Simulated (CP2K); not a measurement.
RbBr:

```
Rb Br
1.0
     4.84651    0.00000    0.00000
     2.42325    4.19720    0.00000
     2.42325    1.39907    3.95716
Rb Br
1 1
Direct
  0.00000 0.00000 0.00000
  0.50000 0.50000 0.50000
```

Base run:

```yaml
Program: CP2K 2026.2
Functional: PBE
Potentials_or_basis: POTENTIAL_UZH Rb GTH-PBE-q9, Br GTH-PBE-q7; TZVP-MOLOPT-PBE-GTH basis
Density_cutoff: 6123 eV
k_mesh: 7 × 7 × 7
Occupations: fermi-dirac, width 0.05 eV
Spin: no spin polarisation
```

Its results: band gap on the k mesh 4.31 eV, direct; pressure 1.2 GPa.

**Question.** The run is repeated on the same cell with these changes: potentials or basis from POTENTIAL_UZH Rb GTH-PBE-q9, Br GTH-PBE-q7; TZVP-MOLOPT-PBE-GTH basis to POTENTIAL_UZH Rb GTH-PBE-q9, Br GTH-PBE-q7; ccGRB-D basis; basis sets from Rb TZVP-MOLOPT-PBE-GTH-q9, Br TZVP-MOLOPT-PBE-GTH-q7 to Rb ccGRB-D-q9, Br ccGRB-D-q7. What comes out?

**Answer.** Band gap on the k mesh 4.55 eV, direct; pressure 1.3 GPa.

Caveats: an odd mesh through Γ misses points on the zone boundary, where band edges often lie; the basis of atomic orbitals isn't converged, which shifts pressures, moduli and gaps.
